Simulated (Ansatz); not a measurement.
MgO2: equation of state with r2SCAN

The system is MgO2.

```
CELL_PARAMETERS angstrom
1.60476 0.92651 3.49398
-1.60476 0.92651 3.49398
0.00000 -1.85302 3.49398
ATOMIC_POSITIONS crystal
Mg 0.00000 0.00000 0.00000
O 0.57121 0.57121 0.57121
O 0.42879 0.42879 0.42879
```

The cell comes from a database or a generator and needn't be the stable form of this composition.

```
Program             : Ansatz 0.2.0
Task                : equation of state
Functional          : r2SCAN
Potentials or basis : Ansatz PAW
Cutoff              : 500 eV
Density cutoff      : 2000 eV
k mesh              : 10 × 10 × 10
Occupations         : fermi-dirac, width 0.05 eV
Spin                : no spin polarisation
```

```
Equilibrium volume                        : 9.98 Å³/atom
Bulk modulus at fixed shape and positions : 146 GPa
Pressure derivative of the bulk modulus   : 4.2
```

Energy against volume, from the lowest point:
```tsv
volume (Å³/atom)	energy (meV/atom)
9.766	2.11
9.974	0.00
10.182	1.84
10.390	7.24
10.598	15.83
10.805	27.29
11.013	41.32
```

All runs of the series together: 22 s on 2 threads of AMD EPYC 7R43 64-Core Processor (Zen 3), with other jobs on the host.

Caveat: the cell was scaled at fixed shape and fractional positions, which overstates the stiffness of a crystal with free parameters, most of all of layers and chains; the PAW data sets were made with another functional, which shifts forces and pressure a little.
